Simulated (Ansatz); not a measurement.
Consider ZnTe in the zinc blende structure (space group F-43m, No. 216).

```yaml
crystal:
  lattice:
    - [0.00000, 3.05670, 3.05670]
    - [3.05670, 0.00000, 3.05670]
    - [3.05670, 3.05670, 0.00000]
  atoms:
    - { symbol: Te, position: [0.75000, 0.75000, 0.75000] }
    - { symbol: Zn, position: [0.00000, 0.00000, 0.00000] }
```

All numbers come from r2SCAN in Ansatz (plane waves to 500 eV, PAW, no SOC).

Before the change:

| Property | Value |
|---|---|
| Hole mass | 0.11, 0.45, 0.45 mₑ (at Γ) |
| Band gap | 1.79 eV |

Perturbation: the cell is scaled by 1.0030 in all directions, atoms relaxed at fixed cell.

Question: Estimate the effect on the hole mass and band gap.

Answer: The hole mass (degenerate bands, along [100]) goes from 0.11, 0.45, 0.45 mₑ (at Γ) to 0.11, 0.46, 0.46 mₑ (at Γ); the band gap decreases by 0.045 eV, from 1.79 eV to 1.75 eV.

With Te present, leaving out spin-orbit coupling can change the band edges. The cells carry an imposed strain or load. Masses are band curvatures over ±0.01 Å⁻¹ around the edge. Stability against distortions was not tested.

Ansatz is an electronic-structure program.
